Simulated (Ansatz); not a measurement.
System: spinel MgAl₂O₄. Method: PBE0 (PAW; Ansatz, a first-principles code).

Numerical settings: plane-wave cutoff 460 eV, 6×6×6 k mesh, Fermi–Dirac smearing 0.01 eV, scalar-relativistic PAW data made under PBE.

Cell (relaxed at this level):

```
CELL_PARAMETERS angstrom
      0.00000     4.03833     4.03833
      4.03833     0.00000     4.03833
      4.03833     4.03833     0.00000
ATOMIC_POSITIONS crystal
  Mg 0.50000 0.50000 0.50000
  Mg 0.75000 0.75000 0.75000
  Al 0.12500 0.62500 0.12500
  Al 0.12500 0.12500 0.12500
  Al 0.62500 0.12500 0.12500
  Al 0.12500 0.12500 0.62500
  O  0.88862 0.33414 0.88862
  O  0.36138 0.36138 0.36138
  O  0.33414 0.88862 0.88862
  O  0.36138 0.36138 0.91586
  O  0.88862 0.88862 0.33414
  O  0.91586 0.36138 0.36138
  O  0.88862 0.88862 0.88862
  O  0.36138 0.91586 0.36138
```

Q: What does this level give for the band gap and smallest direct gap on the k points sampled?

A: 
- band gap: 7.94 eV
- smallest direct gap on the k points sampled: 7.96 eV

Measured, for comparison: band gap 7.8 eV (temperature not stated, no zero-point or thermal correction; as tabulated in Neo et al. (2023), doi:10.1002/gch2.202200236).

Computed values are for the static lattice.
